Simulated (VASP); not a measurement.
# BN (P6_3/mmc) in VASP: band structure with HF

Aim: the band structure of BN with HF.

All numbers are computed with VASP 6.6.1; they aren't measurements. Logs are shortened: lines on timing, memory, paths and dates and some standing lists are left out, and cuts for length are marked.

### Step 1. The crystal as given

The structure is hexagonal, space group P6_3/mmc (No. 194). Conventional cell: a = 2.507 Å, b = 2.507 Å, c = 6.585 Å, α = 90.00°, β = 90.00°, γ = 120.00°. Around B (site symmetry -6m2) lie 3 N at 1.45 Å. N (site symmetry -6m2) is surrounded by 3 B at 1.45 Å.

### Step 2. Band structure, HF

The input, POSCAR:

```
BN                                      
1.0
    2.5068152415      0.0000000000      0.0000000000
   -1.2534076208      2.1709656770      0.0000000000
    0.0000000000      0.0000000000      6.5854715462
  B               N             
     2     2
Direct
     0.3333333300000021    0.6666666699999979    0.2500000000000000
     0.6666666699999979    0.3333333300000021    0.7500000000000000
     0.3333333300000021    0.6666666699999979    0.7500000000000000
     0.6666666699999979    0.3333333300000021    0.2500000000000000
```

The input, INCAR.step1:

```
PREC = Accurate ; ENCUT = 520
EDIFF = 1E-5 ; ISMEAR = 0
SIGMA = 0.02 ; LREAL = F
LASPH = T ; NELM = 80
ALGO = Normal ; ISIF = 2
LWAVE = T ; LCHARG = F
KPAR = 4 ; GGA = PE
```

The input, INCAR.step2:

```
PREC = Accurate ; ENCUT = 520
EDIFF = 1E-7 ; ISMEAR = 0
SIGMA = 0.02 ; LREAL = F
LASPH = T ; NELM = 80
ALGO = Normal ; ISIF = 2
LWAVE = F ; LCHARG = F
GGA = PE ; LHFCALC = T
AEXX = 1.0 ; ALDAC = 0.0
AGGAC = 0.0 ; PRECFOCK = Fast
HFRCUT = -1 ; KPAR = 4
ISTART = 1
```

The input, KPOINTS:

```
Automatic mesh
0
Gamma
  9 9 4
```

The input, KPOINTS_OPT:

```
path GMKGALHA,LM,KH
10
line-mode
reciprocal
 0.0000000000  0.0000000000  0.0000000000  G
 0.5000000000  0.0000000000  0.0000000000  M

 0.5000000000  0.0000000000  0.0000000000  M
 0.3333333333  0.3333333333  0.0000000000  K

 0.3333333333  0.3333333333  0.0000000000  K
 0.0000000000  0.0000000000  0.0000000000  G

 0.0000000000  0.0000000000  0.0000000000  G
 0.0000000000  0.0000000000  0.5000000000  A

 0.0000000000  0.0000000000  0.5000000000  A
 0.5000000000  0.0000000000  0.5000000000  L

 0.5000000000  0.0000000000  0.5000000000  L
 0.3333333333  0.3333333333  0.5000000000  H

 0.3333333333  0.3333333333  0.5000000000  H
 0.0000000000  0.0000000000  0.5000000000  A

 0.5000000000  0.0000000000  0.5000000000  L
 0.5000000000  0.0000000000  0.0000000000  M

 0.3333333333  0.3333333333  0.0000000000  K
 0.3333333333  0.3333333333  0.5000000000  H
```

Potentials or basis: VASP PAW PBE potentials, release 64 (B, N).

The run is started by

```
cat potpaw_PBE.64/B/POTCAR potpaw_PBE.64/N/POTCAR > POTCAR
cp INCAR.step1 INCAR
mpirun -np 4 vasp_std > vasp.out
cp INCAR.step2 INCAR
mpirun -np 4 vasp_std > vasp.out
```

OUTCAR:

```text
PREC = Accurate
   ENCUT = 520
   EDIFF = 1E-7
   ISMEAR = 0
   LREAL = F
   LASPH = T
   NELM = 80
   ISIF = 2
   GGA = PE
   LHFCALC = T
   AEXX = 1.0
   PRECFOCK = Fast
   ISTART = 1

 ion  position               nearest neighbor table
   1  0.333  0.667  0.250-   4 1.45   4 1.45   4 1.45
   2  0.667  0.333  0.750-   3 1.45   3 1.45   3 1.45
   3  0.333  0.667  0.750-   2 1.45   2 1.45   2 1.45
   4  0.667  0.333  0.250-   1 1.45   1 1.45   1 1.45

  LATTYP: Found a hexagonal cell.
 ALAT       =     2.5068152415
 C/A-ratio  =     2.6270270889

  Lattice vectors:

 A1 = (   2.5068152415,   0.0000000000,   0.0000000000)
 A2 = (  -1.2534076208,   2.1709656770,   0.0000000000)
 A3 = (   0.0000000000,   0.0000000000,   6.5854715462)

Analysis of symmetry for initial positions (statically):
=====================================================================
 Subroutine PRICEL returns:
 Original cell was already a primitive cell.

 Routine SETGRP: Setting up the symmetry group for a
 hexagonal supercell.

 Subroutine GETGRP returns: Found 24 space group operations
 (whereof 12 operations were pure point group operations)
 out of a pool of 24 trial point group operations.

The static configuration has the point symmetry D_3d.
 The point group associated with its full space group is D_6h.

Analysis of symmetry for dynamics (positions and initial velocities):
=====================================================================
 Subroutine PRICEL returns:
 Original cell was already a primitive cell.

 Routine SETGRP: Setting up the symmetry group for a
 hexagonal supercell.

 Subroutine GETGRP returns: Found 24 space group operations
 (whereof 12 operations were pure point group operations)
 out of a pool of 24 trial point group operations.

The dynamic configuration has the point symmetry D_3d.
 The point group associated with its full space group is D_6h.

 Subroutine INISYM returns: Found 24 space group operations
 (whereof 12 operations are pure point group operations),
 and found     1 'primitive' translations

----------------------------------------------------------------------------------------

                                     Primitive cell

[... 111 lines left out ...]
   IALGO  =     38    algorithm
   IMIX   =      1    mixing-type and parameters
     AMIX     =   0.40;   BMIX     =  1.00
     AMIX_MAG =   1.60;   BMIX_MAG =  1.00
  volume/ion in A,a.u.               =       8.96        60.46
  Fermi-wavevector in a.u.,A,eV,Ry     =   1.251202  2.364429 21.300009  1.565507
  Thomas-Fermi vector in A             =   2.385161
   LORBIT       =      0    0 simple, 1 ext, 2 COOP (PROOUT), +10 PAW based schemes
   GGA     = PE    functional components
   LHFCALC =     T    Hartree Fock is set to
   PRECFOCK=fast      Normal, Fast or Accurate (Low or Medium for compatibility)
   ENCUT4O =  -1.0   cutoff for four orbital integrals eV
   NKREDX  =     1    reduce k-point grid by
   NKREDY  =     1    reduce k-point grid by
   NKREDZ  =     1    reduce k-point grid by
   AEXX    =    1.0000 exact exchange contribution
   HFSCREEN=    0.0000 screening length (either q_TF or 0.3 A-1)
   HFSCREENC=   0.0000 screening length for correlation (either q_TF or 0.3 A-1)
   ENCUTFOCK=  -1.0 apply spherical cutoff to Coloumb kernel
   IVDW    =     0    specifies the selected vdW correction
   LEPSILON=     F    determine dielectric tensor
   LRPA    =     F    only Hartree local field effects (RPA)
 non-spin polarized calculation
 Gauss-broadening in eV      SIGMA  =   0.02
  energy-cutoff  :      520.00
  volume of cell :       35.84
 maximum number of plane-waves:       985
 NGX is ok and might be reduce to    20
  NGX = 12; NGY = 12; NGZ = 32

 number of electron      15.9999997 magnetization

 Free energy of the ion-electron system (eV)
  ---------------------------------------------------
  ext. energy  EPLUGINS =         0.00000000
  ---------------------------------------------------
  free energy    TOTEN  =       -60.61556227 eV

  energy without entropy =      -60.61556227  energy(sigma->0) =      -60.61556227

 E-fermi :  -1.3018     XC(G=0):   0.0000

 val. band max:       -1.4935309660   @ k =   0.3333   0.3333   0.5000
 cond. band min:      11.9180048320   @ k =   0.4444   0.1111   0.0000
 fundamental gap:     13.4115357979
 Fermi energy:        -1.3017623977

 k-point     1 :       0.0000    0.0000    0.0000
  band No.  band energies     occupation
      1     -26.0789      2.00000
      2     -25.6946      2.00000
      3      -9.7002      2.00000
      4      -6.7539      2.00000
      5      -3.6223      2.00000
      6      -3.6223      2.00000
      7      -3.5641      2.00000
      8      -3.5641      2.00000
      9      11.9660      0.00000
     10      19.0683      0.00000
     11      20.7587      0.00000
     12      20.7591      0.00000
[... 331 lines left out ...]
 k-point    24 :       0.3333    0.3333    0.2500
  band No.  band energies     occupation
      1     -21.1821      2.00000
      2     -21.1821      2.00000
      3     -11.9652      2.00000
      4     -11.8164      2.00000
      5     -11.4770      2.00000
      6     -11.4770      2.00000
      7      -1.5318      2.00000
      8      -1.5318      2.00000
      9      12.7122      0.00000
     10      12.7122      0.00000
     11      18.1098      0.00000
     12      20.7775      0.00000

 [... further k-points ...]

------------------------ aborting loop because EDIFF is reached ----------------------------------------

  FORCE on cell =-STRESS in cart. coord.  units (eV):
  Direction    XX          YY          ZZ          XY          YZ          ZX
  --------------------------------------------------------------------------------------
  -------------------------------------------------------------------------------------
  Total       -1.4710123     -1.4710123      1.0270425      0.0000000     -0.0000000      0.0000000
  in kB      -65.7604443    -65.7604440     45.9131240      0.0000000     -0.0000000      0.0000000
  external PRESSURE =     -28.5359215 kB  Pullay stress =       0.0000000 kB

 VOLUME and BASIS-vectors are now :
 -----------------------------------------------------------------------------
  energy-cutoff  :      520.00
  volume of cell :       35.84
      direct lattice vectors                 reciprocal lattice vectors
     2.506815242  0.000000000  0.000000000     0.398912526  0.230312255  0.000000000
    -1.253407621  2.170965677  0.000000000     0.000000000  0.460624509  0.000000000
     0.000000000  0.000000000  6.585471546     0.000000000  0.000000000  0.151849415

 POSITION                                       TOTAL-FORCE (eV/Angst)
 -----------------------------------------------------------------------------------
     -0.00000      1.44731      1.64637        -0.000000     -0.000000     -0.000000
      1.25341      0.72366      4.93910        -0.000000      0.000000      0.000000
     -0.00000      1.44731      4.93910        -0.000000      0.000000      0.000000
      1.25341      0.72366      1.64637         0.000000     -0.000000     -0.000000
 -----------------------------------------------------------------------------------
    total drift:                                0.000001      0.000000      0.000000

  FREE ENERGIE OF THE ION-ELECTRON SYSTEM (eV)
  ---------------------------------------------------
  free  energy   TOTEN  =       -60.6155622686 eV

  energy  without entropy=      -60.6155622686  energy(sigma->0) =      -60.61556227
```

OUTCAR.step1:

```text
PREC = Accurate
   ENCUT = 520
   EDIFF = 1E-5
   ISMEAR = 0
   LREAL = F
[... 593 lines left out ...]
     -0.00000      1.44731      1.64637        -0.000000     -0.000000      0.000000
      1.25341      0.72366      4.93910        -0.000000      0.000000      0.000000
     -0.00000      1.44731      4.93910         0.000000      0.000000      0.000000
      1.25341      0.72366      1.64637         0.000000     -0.000000      0.000000
 -----------------------------------------------------------------------------------
    total drift:                               -0.000002      0.000001      0.000000

  FREE ENERGIE OF THE ION-ELECTRON SYSTEM (eV)
  ---------------------------------------------------
  free  energy   TOTEN  =       -35.1485556529 eV

  energy  without entropy=      -35.1485556529  energy(sigma->0) =      -35.14855565
```

OSZICAR.step1:

```text
N       E                     dE             d eps       ncg     rms          rms(c)
DAV:   1     0.590671501343E+02    0.59067E+02   -0.83503E+03   864   0.123E+03
DAV:   2    -0.345485672695E+02   -0.93616E+02   -0.86322E+02  1260   0.263E+02
DAV:   3    -0.386303685574E+02   -0.40818E+01   -0.40656E+01  1096   0.576E+01
DAV:   4    -0.386727946226E+02   -0.42426E-01   -0.42393E-01  1052   0.635E+00
DAV:   5    -0.386734709546E+02   -0.67633E-03   -0.67622E-03  1092   0.774E-01    0.112E+01
DAV:   6    -0.355039600155E+02    0.31695E+01   -0.79637E+00   992   0.233E+01    0.507E+00
DAV:   7    -0.352261898358E+02    0.27777E+00   -0.50054E-01  1056   0.621E+00    0.313E+00
DAV:   8    -0.351506785005E+02    0.75511E-01   -0.28304E-01  1060   0.413E+00    0.399E-01
DAV:   9    -0.351475735916E+02    0.31049E-02   -0.12105E-02  1044   0.993E-01    0.183E-01
DAV:  10    -0.351484631531E+02   -0.88956E-03   -0.12453E-03  1040   0.312E-01    0.374E-02
DAV:  11    -0.351485584103E+02   -0.95257E-04   -0.19374E-04  1084   0.124E-01    0.270E-02
DAV:  12    -0.351485556529E+02    0.27574E-05   -0.43839E-05  1040   0.589E-02
   1 F= -.35148556E+02 E0= -.35148556E+02  d E =-.675451E-30
```

Run time: 13 min. Hardware: 4 MPI ranks of Intel Xeon 6975P-C (Granite Rapids), shared host; peak memory 0.22 GiB.

Results:

```yaml
Free_energy: -60.6156 eV
Pressure: -2.9 GPa
Band_gap_on_the_k_mesh: 13.41 eV, indirect (least direct gap 13.77 eV)
Band_gap_along_the_path: 13.13 eV, indirect (least direct gap 13.70 eV)
```

Levels at the corners of the path, in eV from the valence-band top:
```tsv
point	band 6	band 7	band 8	band 9	band 10	band 11
Γ	-2.19	-2.13	-2.13	13.40	20.52	22.26
M	-5.72	-1.83	-0.58	13.13	15.11	19.22
M	-5.72	-1.83	-0.58	13.13	15.11	19.22
K	-10.04	-0.13	-0.13	14.34	14.34	19.16
K	-10.04	-0.13	-0.13	14.34	14.34	19.16
Γ	-2.19	-2.13	-2.13	13.40	20.51	22.21
Γ	-2.19	-2.13	-2.13	13.40	20.50	22.23
A	-2.16	-2.16	-2.16	16.56	16.56	22.30
A	-2.16	-2.16	-2.16	16.56	16.56	22.30
L	-5.77	-1.17	-1.17	13.66	13.66	19.93
L	-5.77	-1.17	-1.17	13.66	13.66	19.93
H	-10.05	-0.06	-0.06	13.97	13.97	20.65
H	-10.05	-0.06	-0.06	13.97	13.97	20.65
A	-2.16	-2.16	-2.16	16.56	16.56	22.30
L	-5.77	-1.17	-1.17	13.66	13.66	19.93
M	-5.72	-1.83	-0.58	13.13	15.11	19.22
K	-10.04	-0.13	-0.13	14.34	14.34	19.16
H	-10.05	-0.06	-0.06	13.97	13.97	20.65
```

Caveat: the PAW data sets were made with another functional, which shifts forces and pressure a little; the mesh misses the band edges, which the band path finds closer together.
